## Where the carriers sit in a single layer of MoTe₂

Electrons and holes in a semiconductor gather in valleys, the places in momentum space where the conduction band is lowest or the valence band highest. A valley is described by its energy, by the number of its copies and by its effective masses, which tell how readily a carrier accelerates. The table lists these for one layer of MoTe₂, computed with a gradient-corrected functional and spin-orbit coupling. Distances are measured from the edge of the band concerned, and masses are in units of the free-electron mass $m_e$.

Valleys of single-layer MoTe₂, computed with Ansatz 0.2.0 using PBE with spin-orbit coupling, plane waves and PAW, geometry not relaxed. The cutoff is 420 eV, the k mesh 24×24×1 for the density and 42×42×1 for the levels, and the Gaussian smearing 0.05 eV. Hole masses are positive, masses where two bands meet are means over the pair, and n/a marks masses over 10 $m_e$.

```
row  valley distance from edge (eV)  valley edge  valley place  valley count  valley bands meeting  valley lightest mass (m_e)  valley heaviest mass (m_e)
  1                           0.000      valence             K             2                     1                       0.566                       0.566
  2                           0.467      valence         Gamma             1                     2                         n/a                         n/a
  3                           0.000   conduction             K             2                     1                       0.459                       0.459
  4                           0.257   conduction  K-Gamma line             6                     1                       0.410                       1.295
  5                           0.344   conduction             M             3                     2                       1.273                       1.360
```

### 1. Where are the band edges, and what comes next?

Both edges lie at K, the corner of the hexagonal Brillouin zone, so the gap is direct. Away from K, the lowest conduction valleys lie on the line from K to Gamma, the zone centre, 0.257 eV higher. For holes, the valley at Gamma lies 0.467 eV below the edge. Its masses are not listed because the band top there is so flat that they exceed the table's limit. It is the next listed valley but not the next level: in the same run the spin-split partner at K lies 0.219 eV below the edge, and the top valence pair at M, which the table doesn't list as a valley, lies about 0.03 eV above Gamma. These distances are many times the thermal energy at room temperature, about 0.026 eV, so distance will weigh heavily in deciding which valleys are occupied.

### 2. Why are there two valleys at K but six on the line, and why do their masses differ in shape?

Symmetry settles the count. The crystal's rotations and mirrors, together with time reversal, give twelve in-plane operations that carry a valley into one of equal energy. A point on the K-Gamma line is left in place by two of them and so has six copies. K is left in place by six and has only two.

The same symmetry shapes the masses. A rotation by 120° leaves K in place, and an ellipse that looks the same after such a turn must be a circle, hence the single mass of 0.459 for electrons at K. On the line no such rotation remains, and the masses there are 0.410 and 1.295. The light direction runs along the line and the heavy one across it.

### 3. Why does a single band form each valley at K, while two meet at Gamma and M?

Time reversal turns a state with momentum $\mathbf{k}$ and spin up into one of equal energy with momentum $-\mathbf{k}$ and spin down. At Gamma and at M, the midpoint of a zone edge, $\mathbf{k}$ and $-\mathbf{k}$ are equivalent, so two states of opposite spin must meet. At K the partner sits in the opposite valley. Since the layer has no inversion centre, nothing else forces the two spins at K to share an energy.

The same calculation shows how far they part: 0.219 eV in the valence band, but only 0.034 eV in the conduction band. The established orbital picture explains the contrast. The valence state at K consists mainly of the molybdenum orbitals $d_{xy}$ and $d_{x^2-y^2}$, combined so that the electron circulates about the metal atom, and spin-orbit coupling acts on that circulation directly. A smaller admixture of tellurium $p$ orbitals, whose coupling is much stronger, is expected to supply a good part of the splitting as well. The conduction state is mainly $d_{z^2}$, which has no such circulation, and its small splitting is expected to come from tellurium admixture and from mixing with other bands.

### 4. What would change without spin-orbit coupling, or with a heavier metal?

To first order, spin-orbit coupling pushes one valence state at K up and the other down by equal amounts. Half the splitting, about 0.11 eV, is therefore its estimated share of K's lead over Gamma, where the pair cannot split. That is roughly a quarter of the lead. The remaining 0.36 eV over Gamma, and about 0.33 eV over the valence pair at M, would keep the valence edge at K. The coupling can still shift those pairs as a whole, so only a run without it could confirm the division.

Tungsten in place of molybdenum, with the structure kept, strengthens the coupling, because its outer electrons move faster near a heavier nucleus. The valence splitting at K then grows markedly, as is well known for this family of layers. The top of the valence band is raised relative to the pair's centre, while the pairs at Gamma and M still meet. WTe₂ itself normally prefers a distorted structure, however, to which this comparison doesn't apply.

### 5. Why are the carriers at K lighter than free electrons, and the electrons lighter than the holes?

Two bands that are close in energy and coupled by the momentum operator repel each other more strongly as one moves away from K. The repulsion bends both bands and makes their carriers light. If only these two bands mattered, the electron mass $m_c$ and the hole mass $m_h$ would obey

$$\frac{m_e}{m_c}=X+1,\qquad \frac{m_e}{m_h}=X-1 .$$

Here $X$ is the strength of the coupling divided by the gap, and the terms $\pm1$ come from the kinetic energy of a free electron. The model assumes that the two edge states have the same spin, as earlier band calculations find for this layer, though the table doesn't show it.

The average of the two inverse masses fixes $X$ at about 2, so only their difference tests the model. It should be 2, whereas the table gives $1/0.459-1/0.566\approx0.41$. More distant bands must cancel most of the expected asymmetry, and the electrons are lighter only by what is left of it. The repulsion between the two bands remains the accepted reason why the carriers are light and why their masses depend on the gap, but a fitted $X$ cannot prove it. Taken alone with this $X$, the model would leave the holes about as heavy as free electrons, so it is no reliable guide to how far electrons and holes differ.

The dependence on the gap has a practical side. This kind of functional makes gaps too small, which tends to make $X$ too large and the masses too light. If the gap were 10% wider, with the coupling and the effect of distant bands unchanged, both masses would rise by about a tenth, provided the fitted $X$ is all two-band coupling. Distant bands enter the average of the inverse masses too, and if they hide a larger $X$ the rise would be larger. A better treatment of exchange can strengthen the coupling as well as widen the gap, however, so the true masses need not be heavier by this amount.

### 6. Which valleys matter in a transistor channel?

Energy alone doesn't decide, because many heavy valleys offer more states than a few light ones. In two dimensions the number of states per unit energy is proportional to the number of valleys times $\sqrt{m_1m_2}$, where $m_1$ and $m_2$ are the two principal masses, and it doubles where two bands meet, as at M. At low carrier density each valley is also weighted by a Boltzmann factor. For the K-Gamma line, compared with the lower conduction band at K, room temperature gives

$$\frac{n_{\text{line}}}{n_{\text{K}}}=\frac{6\sqrt{0.410\times1.295}}{2\times0.459}\;e^{-0.257/0.026}\approx 4.8\times(5\times10^{-5})\approx2\times10^{-4}.$$

The line valleys offer almost five times as many states, yet hold only about two electrons for every ten thousand at K. The upper spin-split band at K is far more important. If it has the same mass as the lower one, it holds about 27 electrons for every hundred there. With the spin order assumed in question 5 it is expected to be heavier, because its valence partner lies 1.165 eV away instead of 0.912 eV, and the share would then be larger. A transport model for this channel should include both K bands before it includes any side valley.

A gate that fills the channel strengthens the point. With parabolic bands at low temperature, the upper K band begins to fill at about $0.7\times10^{13}$ electrons per cm², a density within reach of ordinary gating. With equal masses for the two K bands, the line valleys open only near $9\times10^{13}$. A strong field along the channel is another matter, since it can heat electrons until they scatter into the line valleys. Averaged over the six directions, their mass for conduction is 0.62, against 0.459 at K, so the transferred electrons respond more sluggishly.

### 7. Which digits can be trusted?

The valley counts and the equal masses at K follow from symmetry, and they hold as long as the layer keeps it and the valleys stay where they are. The pairs at Gamma and M need only time reversal, so they survive even a strain that distorts the crystal. The energies are less secure. The atoms were not relaxed, and the tellurium atoms feel outward forces of about 0.23 eV/Å, so the layer is too thin for the cell used. Valley distances in such layers are sensitive to thickness and strain, and even their second decimal may change once the layer is relaxed. The functional adds an error of its own, which relaxation does not remove. It also tends to give cells longer than measured ones, and a stretched layer is expected to place the line valleys higher above K, so the real distance may be clearly smaller than the table's.

The conclusion about the channel is sturdier than those decimals. For the line valleys to hold as many electrons as the lower K band at room temperature, their distance would have to shrink from 0.257 eV to about 0.04 eV, with the masses unchanged. At low density, a process step that strains the film would therefore have to close most of this distance before the line valleys held a comparable share. At high density, smaller shifts already change the point at which they begin to fill. The output printed below applies the symmetry count to all five rows, the two-band model to the two K rows and the filling estimate to the three conduction rows.

Output of the analysis:

```
Valley count by symmetry and masses in m_e:
  row  count by symmetry  heavy over light  density-of-states mass  conductivity mass  total density-of-states weight
    1                  2                 1                   0.566              0.566                           1.132
    2                  1               n/a                     n/a                n/a                             n/a
    3                  2                 1                   0.459              0.459                           0.918
    4                  6             3.159                  0.7287             0.6228                           4.372
    5                  3             1.068                   1.316              1.315                           7.895
Split-off K valence band above Gamma (eV): 0.248
Half the K valence splitting, estimated spin-orbit share of the lead over Gamma (eV): 0.1095
The same share (percent of the lead): 23.45
Lead of the K pair centre over Gamma (eV): 0.3575
Splitting of the K conduction band (eV): 0.034
Hole mass over electron mass at K: 1.233
Difference of inverse masses at K (1/m_e), Dirac model 0 and two-band k.p model 2: 0.4119
Remainder left to remote bands in the k.p model (1/m_e): -1.588
Electron mass at K for a gap wider by 10 percent at fixed coupling (m_e): 0.5002
Hole mass at K for a gap wider by 10 percent at fixed coupling (m_e): 0.6299
Density-of-states weight of the K-Gamma line valleys over lower K band: 4.763
Electrons at 300 K in upper K band per electron in lower K band: 0.2684
Electrons at 300 K in K-Gamma line valleys per electron in lower K band: 0.0002293
Electrons at 300 K in M valleys per electron in lower K band: 1.431e-05
Holes at 300 K in split-off K band per hole in upper K band: 0.0002094
Line valley offset for equal population with lower K band at 300 K (eV): 0.04035
Electron sheet density where the upper K band opens (10^13 per cm2): 0.6519
Electron sheet density where the K-Gamma line valleys open (10^13 per cm2): 9.203
```
